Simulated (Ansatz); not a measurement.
# Cu5N: the cost of one run

Method: DFT PBEsol, scalar-relativistic, plane waves, PAW, in Ansatz 0.2.0.

5 further runs of the same task are left out: 5 set aside as unsound or not needed.

## 1. Starting point

The structure is tetragonal, space group P4mm (No. 99). Conventional cell: a = 2.520 Å, b = 2.520 Å, c = 24.127 Å, α = 90.00°, β = 90.00°, γ = 90.00°. Cu (site symmetry 4mm) is surrounded by 8 Cu at 2.52 Å. Cu (site symmetry 4mm) is surrounded by 12 Cu at 2.52 Å. Cu (site symmetry 4mm) is surrounded by 12 Cu at 2.48 to 2.52 Å. Around Cu (site symmetry 4mm) lie 8 Cu at 2.48 to 2.52 Å.

Coordinates:

```cif
data_structure
_symmetry_space_group_name_H-M 'P4mm'
_symmetry_Int_Tables_number 99
_cell_length_a 2.5197
_cell_length_b 2.5197
_cell_length_c 24.1267
_cell_angle_alpha 90.000
_cell_angle_beta 90.000
_cell_angle_gamma 90.000
_cell_volume 153.18
loop_
_atom_site_label
_atom_site_type_symbol
_atom_site_symmetry_multiplicity
_atom_site_Wyckoff_symbol
_atom_site_fract_x
_atom_site_fract_y
_atom_site_fract_z
_atom_site_occupancy
Cu1 Cu 1 b 0.50000 0.50000 0.35231 1
Cu2 Cu 1 a 0.00000 0.00000 0.42615 1
Cu3 Cu 1 b 0.50000 0.50000 0.50004 1
Cu4 Cu 1 a 0.00000 0.00000 0.57409 1
Cu5 Cu 1 b 0.50000 0.50000 0.64555 1
```

Miller indices refer to the conventional cell of the relaxed bulk, Fm-3m (No. 225): a = 3.563 Å, b = 3.563 Å, c = 3.563 Å, α = 90.00°, β = 90.00°, γ = 90.00°.

It is a (100) slab, 7.1 Å thick as cut, with 17 Å of vacuum; its outer planes are Cu (top) and Cu (bottom). An earlier relaxation, lower half held, gave -32942.4013 eV, work function 4.63 eV (top face), 4.65 eV (bottom face).

## 2. N put at a top (Cu) site

The input, input.yaml:

```yaml
crystal:
  lattice:
    - [2.5196845177, 0.0, 0.0]
    - [0.0, 2.5196845177, 0.0]
    - [0.0, 0.0, 26.1267440356]
  atoms:
    - { symbol: Cu, position: [0.5, 0.5, 0.325337133] }
    - { symbol: Cu, position: [0.0, 0.0, 0.3935310881] }
    - { symbol: Cu, position: [0.5, 0.5, 0.461759551] }
    - { symbol: Cu, position: [0.0, 0.0, 0.530140543] }
    - { symbol: Cu, position: [0.5, 0.5, 0.5961312257] }
    - { symbol: "N", position: [0.5, 0.5, 0.6742121377] }
basis:
  ecutwfc: 420
kpoints:
  mp_grid: { grid: [11, 11, 1] }
hamiltonian:
  xc: pbesol
scf:
  occupations: { method: gaussian, width: 0.1 }
output:
  forces: true
  eigenvalues: true
relax:
  adjacent_minimum: "off"
  f_tol: 0.03
  max_steps: 70
  constraints: [{ sites: [0, 1] }]
efield:
  axis: 3
  dipole_correction: true
  ramp_width: 0.04
```

Run with:

```console
$ ansatz run input.yaml --threads 1 --pin off --max-ram 2560MiB --backend cpu --events-out ev --progress --plain --runs-dir out
```

**Question.** How long does this run take on 1 thread of Intel Xeon 6975P-C (Granite Rapids), shared host, and how much memory does it need?

About 1.8 min, with a peak of 0.53 GiB.
